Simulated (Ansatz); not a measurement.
# GaAs (F-43m) in Ansatz: further runs

The runs below take GaAs through single point, relaxation of cell and atoms, with PBE, PBE+D4, BLYP+D3(BJ).

Program: Ansatz 0.2.0. These are calculated values, not measurements. Logs are shortened: lines on timing, memory, paths and dates and some standing lists are left out, and cuts for length are marked.

**What was measured.**

From “Evidence of valence band perturbations in GaAsN/GaAs(001): A combined variable-angle spectroscopic ellipsometry and modulated photoreflectance investigation”, 2008, arxiv:0805.2212, for a bulk crystal of GaAs at 300 K: band gap 1.412 ± 0.01 eV (direct).

The results are compared with them further down.

**1. Starting point**

Symmetry: F-43m, No. 216, cubic system. The conventional cell has a = 5.654 Å, b = 5.654 Å, c = 5.654 Å, α = 90.00°, β = 90.00°, γ = 90.00°. Around As (site symmetry -43m) lie 4 Ga at 2.45 Å. Ga (site symmetry -43m) is surrounded by 4 As at 2.45 Å.

**2. Single point, PBE**

input.yaml reads:

```yaml
crystal:
  lattice:
    - [0.0, 2.82685, 2.82685]
    - [2.82685, 0.0, 2.82685]
    - [2.82685, 2.82685, 0.0]
  atoms:
    - { symbol: As, position: [0.75, 0.75, 0.75] }
    - { symbol: Ga, position: [0.0, 0.0, 0.0] }
kpoints:
  mp_grid: { grid: [8, 8, 8] }
scf:
  occupations: { method: gaussian, width: 0.05 }
hamiltonian:
  xc: pbe
  pseudopotentials: { kind: all_electron, lapw: { basis_error: 0.001 } }
output:
  forces: true
  stress: true
  eigenvalues: true
```

Potentials or basis: all-electron LAPW, scalar-relativistic.

Command:

```bash
ansatz run input.yaml --threads 1 --pin off --max-ram 3072MiB --backend cpu --events-out ev --progress --plain --runs-dir out
```

Log:

```text
Warning: RAYON_NUM_THREADS=1 ignored (pool sized by the plan → 1); use --threads N
LAPW: plane waves up to 9.105 Å⁻¹, error target 1.0e-3 eV per atom; small_component_spin mean_spin; Ga in spheres of 1.234 Å, 21 of its electrons in bands, Dirac shells []; As in spheres of 1.214 Å, 23 of its electrons in bands, Dirac shells [] (how accurate: hamiltonian.pseudopotentials.lapw.basis_error, Limitations)
Engine: ansatz 0.2.0, x86_64-unknown-linux-gnu
Pseudopotentials: kind: all_electron
Pseudopotential: As, LAPW, valence charge 23, lapw/all_electron/scalar/gaussian/As, Koelling and Harmon's equation, gaussian nucleus
Pseudopotential: Ga, LAPW, valence charge 21, lapw/all_electron/scalar/gaussian/Ga, Koelling and Harmon's equation, gaussian nucleus
Functional definition: PBE
  parameter kappa = 0.804
  parameter beta = 0.06672455060314922
  exchange = pbe_x(kappa = kappa, mu = beta*pi^2/3)
  correlation = pbe_c(beta = beta)
Crystal: 2 atoms, lattice volume = 45.179 Å³
Basis set: ecut = 315.8813583527666 eV, 561 PW (Γ), exchange–correlation at level 2
Bands: 27, of which v1, the nominal top of the filled ones, is band 22 counted from 1 (21 counted from 0)
Symmetry: 24 space group operations
Space group: F-43m (ITA 216), of the structure as read, at distance tolerance 3.6e-5 Å
k-points: 29 of 512 (time reversal used)
Non-local potential: As, projectors of the file, none
Non-local potential: Ga, projectors of the file, none
Initial density: superposition of atomic densities (chi_scale 0.1, normalization cell, long waves kept (reshape's long-wave potential 0.00 eV rms))
Initial wavefunctions: plane waves of lowest kinetic energy (no species holds an atomic orbital)
Functional: x = pbe(κ = 0.804, μ = 0.2195149727645171), c = pbe(β = 0.06672455060314922)
iter 1 solved again at ethr=1.31e-3 eV; its pass at ethr=1.00e-1 eV (dr2=5.78e-1 eV) is discarded
SCF iter   1: F=—  HF=-114424.608832 eV  |F-HF|=—  |Δ(HF+E_count)|=         —  Δρ=3.06e-2  dr2=5.79e-1  ethr=1.31e-3  ⟨swp⟩=2.0  Hψ=4834  notcnv=0
preconditioner: auto → none  [insulator: Δε(μ)=0.701 eV  Ē_g=15.932 eV  σ=0.050 eV  W_gap=1.00  n_scr=14 (ndim 8)  ℏωp=23.4 eV  f_vac=0.115  D(μ)=0.00/eV (n_scr^D=0)  ε∞_Penn≈3.2]
SCF iter   2: F=—  HF=-114424.467414 eV  |F-HF|=—  |Δ(HF+E_count)|=   1.41e-1  Δρ=1.22e-2  dr2=6.40e-2  ethr=1.31e-3  ⟨swp⟩=2.3  Hψ=2334  notcnv=0
SCF iter   3: F=—  HF=-114424.454464 eV  |F-HF|=—  |Δ(HF+E_count)|=   1.30e-2  Δρ=5.46e-3  dr2=1.27e-2  ethr=1.45e-4  ⟨swp⟩=2.0  Hψ=2319  notcnv=0
iter 4 solved again at ethr=1.04e-6 eV; its pass at ethr=2.89e-5 eV (dr2=4.59e-4 eV) is discarded
SCF iter   4: F=—  HF=-114424.450830 eV  |F-HF|=—  |Δ(HF+E_count)|=         —  Δρ=1.07e-3  dr2=4.58e-4  ethr=1.04e-6  ⟨swp⟩=2.0  Hψ=3811  notcnv=0
the basis was enlarged: its passes take 130.7 KiB over the memory plan, 1 of 1 planned eigensolver slots
SCF iter   5: F=—  HF=-114424.450759 eV  |F-HF|=—  |Δ(HF+E_count)|=   7.13e-5  Δρ=2.15e-4  dr2=1.24e-5  ethr=1.04e-6  ⟨swp⟩=2.8  Hψ=2205  notcnv=0
SCF iter   6: F=—  HF=-114424.450777 eV  |F-HF|=—  |Δ(HF+E_count)|=   1.81e-5  Δρ=8.35e-5  dr2=2.35e-6  ethr=2.81e-8  ⟨swp⟩=3.0  Hψ=2277  notcnv=0
SCF iter   7: F=-114424.450782 eV  HF=-114424.450782 eV  |F-HF|=1.80e-7  |Δ(HF+E_count)|=   5.39e-6  Δρ=1.40e-5  dr2=7.43e-8  ethr=5.34e-9  ⟨swp⟩=3.0  Hψ=2291  notcnv=0
SCF 1 converged in 7 iterations: F = -114424.450782 eV  dr2 = 7.43e-8
SCF converged after 7 iterations
Free energy (F): -114424.450782 eV
Harris-Foulkes:  -114424.450782 eV  (|F-HF|=1.80e-7)
Internal energy: -114424.450782 eV  (E = F + TS)
E sigma→0 (E₀):  -114424.450782 eV
Fermi energy:    9.616405 eV
--- Per-component energies (eV) ---
  E_band       = -2120.887020
  E_kinetic    = 116839.767239
  E_xc         = -4342.503906
  E_electrostatic = -226921.714116  (all electrons and nuclei)
  E_smearing   = -0.000000  (= −TS)
  E_closure    = 0.000000  (closes the sum)
  E_atoms      = -114416.203472  (free atoms, spherical and without spin; not in F)
  Σ components = -114424.450782   (vs F -114424.450782, Δ=0.00e0)
  Basis errors (estimates in eV, not in F): energy 4.3e-4 per atom: plane waves 4.0e-4 (2.3e-4 summed), levels above the bands 0.0e0, relativity 3.2e-8, radial functions 3.4e-5, core shells 6.7e-11; eigenvalues (radial functions only) 8.7e-7; not estimated: angular momenta, meshes, grids; target (lapw.basis_error) 1.0e-3; muffin-tin radii Ga 1.234 Å, As 1.214 Å
--- Forces (eV/Å), atoms counted from 1 ---
  atom   1  As    -0.00000000     0.00000000    -0.00000000
  atom   2  Ga     0.00000000    -0.00000000    -0.00000000
  max |Σ_I F_I| component: 1.16e-17 eV/Å
--- Stress (GPa, compression-positive) ---
        3.272479       0.000000      -0.000000
        0.000000       3.272479       0.000000
       -0.000000       0.000000       3.272479
  P = ⅓ Tr σ = 3.2725 GPa (32.725 kbar)
--- Band table (eV; the first three rows and the last of 29) ---
  k-point 0: bands = ["-175.3707", "-134.2563", "-118.7428", "-118.7428", "-118.7428", "-84.9878", "-84.9878", "-84.9878", "-25.7912", "-25.7912", "-25.7912", "-25.7817", "-25.7817", "-5.4244", "-5.4244", "-5.4244", "-5.3461", "-5.3461", "-3.3727", "9.3535", "9.3535", "9.3535", "9.8741", "13.0941", "13.0941", "13.0941", "16.9517"]
  k-point 1: bands = ["-175.3707", "-134.2563", "-118.7428", "-118.7428", "-118.7428", "-84.9878", "-84.9878", "-84.9878", "-25.7912", "-25.7911", "-25.7911", "-25.7817", "-25.7817", "-5.4383", "-5.4209", "-5.4209", "-5.3463", "-5.3463", "-3.1900", "7.3933", "9.1180", "9.1180", "10.9489", "13.4416", "13.4416", "13.5537", "17.8885"]
  k-point 2: bands = ["-175.3707", "-134.2563", "-118.7428", "-118.7428", "-118.7428", "-84.9878", "-84.9878", "-84.9878", "-25.7911", "-25.7908", "-25.7908", "-25.7816", "-25.7816", "-5.4684", "-5.4131", "-5.4131", "-5.3458", "-5.3458", "-2.6801", "5.2199", "8.6767", "8.6767", "10.8095", "13.9596", "13.9596", "15.3121", "18.3276"]
  k-point 28: bands = ["-175.3707", "-134.2563", "-118.7428", "-118.7428", "-118.7428", "-84.9878", "-84.9878", "-84.9878", "-25.7910", "-25.7906", "-25.7894", "-25.7818", "-25.7811", "-5.5248", "-5.3928", "-5.3802", "-5.3566", "-5.3424", "-0.8149", "2.7310", "5.8236", "6.0165", "13.9795", "14.0777", "14.7720", "15.4036", "20.4307"]
```

It took 29 s on 1 thread of Intel Xeon at 2.50GHz (Skylake/Cascade Lake), shared host; peak memory 0.32 GiB.

What came out:

```
Free energy            : -114424.4508 eV
Pressure               : 3.3 GPa
Band gap on the k mesh : 0.52 eV, direct
```

Levels at points of the mesh, in eV from the valence-band top:
```csv
k point,band 19,band 20,band 21,band 22,band 23,band 24,band 25,band 26
"(0.00, 0.00, 0.00)",-12.73,0.00,0.00,0.00,0.52,3.74,3.74,3.74
"(0.00, 0.00, -0.50)",-10.96,-6.63,-1.14,-1.14,1.01,4.65,4.65,7.76
"(0.00, -0.50, -0.50)",-10.23,-6.81,-2.67,-2.67,1.47,1.66,10.18,10.18
```

**3. Relaxation of cell and atoms, PBE+D4**

input.yaml: that of step 2 with these lines changed.

```diff
@@ -11,5 +11,6 @@
 scf:
-  occupations: { method: gaussian, width: 0.05 }
+  occupations: { method: fermi_dirac, width: 0.05 }
 hamiltonian:
   xc: pbe
+  dispersion: d4
   pseudopotentials: { kind: all_electron, lapw: { basis_error: 0.001 } }
@@ -18,2 +19,5 @@
   stress: true
-  eigenvalues: true
+relax:
+  f_tol: 0.01
+  max_steps: 60
+  cell: {}
```

Potentials or basis: all-electron LAPW, scalar-relativistic.

Command:

```bash
ansatz run input.yaml --threads 1 --pin off --max-ram 3072MiB --backend cpu --events-out ev --progress --plain --runs-dir out
```

Log:

```text
Warning: RAYON_NUM_THREADS=1 ignored (pool sized by the plan → 1); use --threads N
The last accepted step is kept in <dir> (removed where the run ends without a failure and the disk answers)
LAPW: plane waves up to 9.460 Å⁻¹, error target 1.0e-3 eV per atom; small_component_spin mean_spin; Ga in spheres of 1.196 Å, 21 of its electrons in bands, Dirac shells []; As in spheres of 1.179 Å, 23 of its electrons in bands, Dirac shells [] (how accurate: hamiltonian.pseudopotentials.lapw.basis_error, Limitations)
[... 9 set-up lines as earlier in the session ...]
Crystal: 2 atoms, lattice volume = 45.179 Å³
Basis set: ecut = 340.9971484268815 eV, 645 PW (Γ), exchange–correlation at level 2
Bands: 27, of which v1, the nominal top of the filled ones, is band 22 counted from 1 (21 counted from 0)
[... 2 set-up lines as earlier in the session ...]
k-points: 29 of 512 (time reversal used)
[... 5 set-up lines as earlier in the session ...]
iter 1 solved again at ethr=1.33e-3 eV; its pass at ethr=1.00e-1 eV (dr2=5.87e-1 eV) is discarded
SCF iter   1: F=—  HF=-114425.448443 eV  |F-HF|=—  |Δ(HF+E_count)|=         —  Δρ=3.11e-2  dr2=5.89e-1  ethr=1.33e-3  ⟨swp⟩=2.0  Hψ=4833  notcnv=0
preconditioner: auto → none  [insulator: Δε(μ)=0.701 eV  Ē_g=15.932 eV  σ=0.050 eV  W_gap=1.00  n_scr=14 (ndim 8)  ℏωp=23.4 eV  f_vac=0.116  D(μ)=0.00/eV (n_scr^D=0)  ε∞_Penn≈3.2]
SCF iter   2: F=—  HF=-114425.307031 eV  |F-HF|=—  |Δ(HF+E_count)|=   1.41e-1  Δρ=1.24e-2  dr2=6.45e-2  ethr=1.33e-3  ⟨swp⟩=2.3  Hψ=2313  notcnv=0
SCF iter   3: F=—  HF=-114425.294527 eV  |F-HF|=—  |Δ(HF+E_count)|=   1.25e-2  Δρ=5.55e-3  dr2=1.27e-2  ethr=1.47e-4  ⟨swp⟩=2.0  Hψ=2299  notcnv=0
[... 19 lines left out ...]
SCF 2 converged in 4 iterations: F = -114425.290532 eV  dr2 = 4.76e-10
relax step   2: F+E_penalty+E_count = -114425.29053214 eV  Δ(F+E_penalty+E_count) = -1.377e-4 eV  max|allowed force component| = 2.255e-17 eV/Å  Δτ_max = 0.0000 Å  P = +0.046 GPa  Ω = 45.321 Å³  (4 SCF iters, accepted)
iter 1 solved again at ethr=1.08e-12 eV; its pass at ethr=1.00e-1 eV (dr2=4.76e-10 eV) is discarded
SCF iter   1: F=—  HF=-114425.290532 eV  |F-HF|=—  |Δ(HF+E_count)|=         —  Δρ=1.26e-6  dr2=4.77e-10  ethr=2.84e-12 (applied; sched 1.08e-12)  ⟨swp⟩=4.4  Hψ=3734  notcnv=0
SCF iter   2: F=-114425.290532 eV  HF=-114425.290532 eV  |F-HF|=2.18e-10  |Δ(HF+E_count)|=   1.72e-9  Δρ=6.61e-7  dr2=1.51e-10  ethr=2.96e-12 (applied; sched 1.08e-12)  ⟨swp⟩=2.1  Hψ=2162  notcnv=0
SCF 3 converged in 2 iterations: F = -114425.290532 eV  dr2 = 1.51e-10
relax step   3: F+E_penalty+E_count = -114425.29053210 eV  Δ(F+E_penalty+E_count) = +4.032e-8 eV  max|allowed force component| = 2.139e-17 eV/Å  Δτ_max = 0.0000 Å  P = +0.046 GPa  Ω = 45.321 Å³  stress off target by 4.59e-2 GPa  SCF on the basis re-selected at this cell (its energy is not comparable with the rows above)  (2 SCF iters)
basis re-selected at this cell: Δ(F+E_penalty+E_count) = +4.032e-8 eV, ΔP = +0.000 GPa vs the last step (what re-selecting the basis moved, after the strain that the cell walked since its last selection, with what the two solves' SCF thresholds leave and, on support functions, any second-order correction that the steps lacked; it is no measure of the basis error at this ecutwfc). This SCF's stress stands 4.59e-2 GPa from its target on what of the cell is left free (relax.cell.stress_tol is 5.00e-2 GPa) and its largest allowed force component is 2.14e-17 eV/Å (relax.f_tol is 1.00e-2 eV/Å): within both
SCF converged after 2 iterations
Free energy (F): -114425.290532 eV
Harris-Foulkes:  -114425.290532 eV  (|F-HF|=2.18e-10)
Internal energy: -114425.290503 eV  (E = F + TS)
E sigma→0 (E₀):  -114425.290517 eV
Entropy (-TS):   -0.000029 eV (-0.015 meV/atom)
Fermi energy:    9.585381 eV
--- Per-component energies (eV) ---
  E_band       = -2122.677612
  E_kinetic    = 116839.590652
  E_xc         = -4342.458740
  E_electrostatic = -226921.585406  (all electrons and nuclei)
  E_disp       = -0.837009  (pairwise vdW)
  E_smearing   = -0.000029  (= −TS)
  E_closure    = 0.000000  (closes the sum)
  E_atoms      = -114416.203472  (free atoms, spherical and without spin; not in F)
  Σ components = -114425.290532   (vs F -114425.290532, Δ=0.00e0)
  Basis errors (estimates in eV, not in F): energy 4.4e-4 per atom: plane waves 4.0e-4 (2.3e-4 summed), levels above the bands 5.2e-64, relativity 8.9e-9, radial functions 4.3e-5, core shells 6.6e-11; eigenvalues (radial functions only) 4.2e-7; not estimated: angular momenta, meshes, grids; target (lapw.basis_error) 1.0e-3; muffin-tin radii Ga 1.197 Å, As 1.180 Å
--- Forces (eV/Å), atoms counted from 1 ---
  atom   1  As    -0.00000000     0.00000000     0.00000000
  atom   2  Ga     0.00000000    -0.00000000    -0.00000000
  max |Σ_I F_I| component: 5.78e-18 eV/Å
--- Stress (GPa, compression-positive) ---
        0.045903       0.000000       0.000000
        0.000000       0.045903       0.000000
        0.000000       0.000000       0.045903
  P = ⅓ Tr σ = 0.0459 GPa (0.459 kbar)
--- Relaxed structure (2 steps of the walk, 2 accepted, 1 SCFs on fresh bases) ---
  F+E_penalty+E_count = -114425.29053210 eV   max|allowed force component| = 2.139e-17 eV/Å   (the final SCF, on the basis selected at the relaxed cell)
  cell:  # Å, volume = 45.3207 Å³
    - [8.279979553455334e-35, 2.8297986511824633, 2.8297986511824633]
    - [2.8297986511824633, 6.3692150411194866e-34, 2.8297986511824633]
    - [2.8297986511824633, 2.8297986511824633, 6.178138589885903e-34]
  atoms:
    - { symbol: As, position: [0.7499999999999999, 0.7499999999999999, 0.7499999999999999] }
    - { symbol: Ga, position: [8.853337952812157e-35, -9.279149798237994e-35, -8.888822273264311e-35] }
```

Run time: 50 s. Hardware: 1 thread of Intel Xeon at 2.50GHz (Skylake/Cascade Lake), shared host; peak memory 0.34 GiB.

Results:

```
Free energy                            : -114425.2905 eV
Relaxed volume                         : 22.66 Å³/atom
Relaxed cell                           : a = 4.002 Å, b = 4.002 Å, c = 4.002 Å, α = 60.00°, β = 60.00°, γ = 60.00°
Space group after relaxing (to 0.05 Å) : F-43m (No. 216)
Energy gained by relaxing              : 0.1 meV/atom
Ionic steps                            : 3
Pressure after relaxing                : 0.0 GPa
Band gap on the k mesh                 : 0.50 eV
```

The path:
```
step  energy change (eV)  largest force (eV/Å)  volume (Å³)
   1              0.0000                0.0000        45.18
   2             -0.0001                0.0000        45.32
   3             -0.0001                0.0000        45.32
```

Final structure:
```xyz
2
Lattice="0.0000 2.8298 2.8298 2.8298 0.0000 2.8298 2.8298 2.8298 0.0000" Properties=species:S:1:pos:R:3 pbc="T T T"
As    4.2447    4.2447    4.2447
Ga    0.0000    0.0000    0.0000
```

A k mesh can miss the band edges. Zero-point motion and thermal expansion aren't in these numbers.

**4. Relaxation of cell and atoms, BLYP+D3(BJ)**

input.yaml: that of step 3 with these lines changed.

```diff
@@ -13,4 +13,4 @@
 hamiltonian:
-  xc: pbe
-  dispersion: d4
+  xc: blyp
+  dispersion: d3bj
   pseudopotentials: { kind: all_electron, lapw: { basis_error: 0.001 } }
@@ -20,3 +20,3 @@
 relax:
-  f_tol: 0.01
+  f_tol: 0.02
   max_steps: 60
```

Command:

```bash
ansatz run input.yaml --threads 1 --pin off --max-ram 3072MiB --backend cpu --events-out ev --progress --plain --runs-dir out
```

Wall time 61 s (1 thread of Intel Xeon at 2.50GHz (Skylake/Cascade Lake), shared host); peak memory 0.34 GiB.

The run converged. Its results:

- Free energy: -114446.4122 eV
- Relaxed volume: 22.92 Å³/atom
- Relaxed cell: a = 4.017 Å, b = 4.017 Å, c = 4.017 Å, α = 60.00°, β = 60.00°, γ = 60.00°
- Space group after relaxing (to 0.05 Å): F-43m (No. 216)
- Energy gained by relaxing: 1.0 meV/atom
- Ionic steps: 4
- Pressure after relaxing: 0.0 GPa

Step by step:
```csv
step,energy change (eV),largest force (eV/Å),volume (Å³)
1,0.0000,0.0000,45.18
2,-0.0019,0.0000,45.70
3,-0.0020,0.0000,45.84
4,-0.0020,0.0000,45.84
```

Final structure:
```
CELL_PARAMETERS angstrom
0.00000 2.84057 2.84057
2.84057 0.00000 2.84057
2.84057 2.84057 0.00000
ATOMIC_POSITIONS crystal
As 0.75000 0.75000 0.75000
Ga 0.00000 0.00000 0.00000
```

Zero-point motion and thermal expansion aren't in these numbers.

**5. Summary**

```csv
task,level,cell,cutoff (eV),smearing,gap on the mesh (eV),pressure (GPa),relaxed volume (Å³/atom)
single point,PBE,as given,316,gaussian 0.05 eV,0.52,3.3,-
relaxation of cell and atoms,PBE+D4,relaxed,-,fermi-dirac 0.05 eV,0.50,0.0,22.66
relaxation of cell and atoms,BLYP+D3(BJ),relaxed,-,fermi-dirac 0.05 eV,-,0.0,22.92
```

Alike in all rows: potentials or basis all-electron LAPW, scalar-relativistic; no spin polarisation; k mesh 8 × 8 × 8; basis error allowed 0.001 eV/atom.

Compare energies only between runs with the same functional and basis.

**6. How close it comes**

Step 2. A measured gap of GaAs is 1.412 eV (direct; 300 K; “Evidence of valence band perturbations in GaAsN/GaAs(001): A combined variable-angle spectroscopic ellipsometry and modulated photoreflectance investigation”, 2008, arxiv:0805.2212); the calculated 0.52 eV misses it by -0.89 eV. 3 values of this kind are on record (1.412 to 1.51 eV); this one was drawn at random among those near their median, those with a stated uncertainty first. Spin-orbit coupling on As, Ga is left out. The value is that of PBE on a finite k mesh, which can miss the band edges, without temperature or zero-point motion. Semilocal functionals fall short of measured gaps as a rule.
